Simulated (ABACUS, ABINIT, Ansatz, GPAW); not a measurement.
## The band gap of CdTe, sorted by core time

**What was measured.** The band gap of CdTe (F-43m) is reported as 1.61 eV (a printed reference work). The runs below try to reproduce it.

Symmetry: F-43m, No. 216, cubic system. Conventional cell: a = 6.410 Å, b = 6.410 Å, c = 6.410 Å, α = 90.00°, β = 90.00°, γ = 90.00°. Te (site symmetry -43m) is surrounded by 4 Cd at 2.78 Å. Around Cd (site symmetry -43m) lie 4 Te at 2.78 Å.

```csv
rung,level,program and potentials,cutoff (eV),k mesh,task,core time,chip,band gap (eV),miss (eV),notes
LDA,LDA,"ABINIT, JTH PAW LDA v2.0",463,6 × 6 × 6,single point,12 s,Arm Neoverse V1,0.61,-1.00,9 valence electrons an atom on average
GGA,RPBE,"Ansatz, all-electron LAPW, scalar-relativistic",-,7 × 7 × 7,band structure,20 s,Arm Neoverse V2,1.03,-0.58,-
GGA,rPW86PBE,"ABACUS, GBRV ultrasoft 1.5 PBE, plane waves",544,6 × 6 × 6,single point,40 s,AMD EPYC 9R45 Zen 5,0.73,-0.88,potentials made for PBE; 9 valence electrons an atom on average
GGA,B86bPBE,"ABACUS, Ansatz NC PBE, plane waves",1129,6 × 6 × 6,single point,46 s,Intel Xeon Platinum 8488C Sapphire Rapids,0.86,-0.75,potentials made for PBE; 18 valence electrons an atom on average
non-local van der Waals functional,optPBE-vdW,"GPAW, GPAW PAW data sets (gpaw-data 1.2.1), other valence",600,7 × 7 × 7,band structure,81 s,Arm Neoverse V2,0.89,-0.72,potentials made for PBE; 14 valence electrons an atom on average
GGA,PBE,"ABACUS, Ansatz NC PBE, plane waves",1129,6 × 6 × 6,single point,1.9 min,AMD EPYC 7R43 Zen 3,0.87,-0.74,18 valence electrons an atom on average
G0W0,G0W0 on LDA,"GPAW, PAW data sets generated for this functional",500,3 × 3 × 3,G0W0 quasiparticle levels,36 min,Arm Neoverse V2,1.46,-0.15,"coarse mesh; bands, basis or mesh of the many-body step not converged; 9 valence electrons an atom on average; response cutoff 150 eV, bands 18"
```

Times are single runs on shared hosts and different chips, so they are rough; meshes, cutoffs and the tasks' sizes weigh on the time. All rows: no spin polarisation. Gaps are the least found on the k mesh or the band path, and a mesh can miss the band edges. The cell comes from a database and isn't always the measured one. Meshes differ between rows, which moves values too. All levels ran on this one cell, unrelaxed unless noted. Meshes are those of the run's cell of 2 atoms unless a note names another. Misses use the values as printed. Runs on faulty files, with rough fits or with known faults for this quantity aren't shown. No row holds spin-orbit coupling.

By rung: LDA 0.61; GGA 0.73 to 1.03; non-local van der Waals functional 0.89; G0W0 on coarse settings 1.46 (eV). Measured: 1.61 eV (a printed reference work). Closest, coarse meshes and atomic bases left aside, is RPBE (-0.58 eV). LDA and GGA gaps fall short mostly because these functionals lack the derivative discontinuity; the runs are for a static lattice, while measurements hold temperature and zero-point motion; rows without SOC leave out spin-orbit coupling, which moves the band edges where heavy atoms are present.
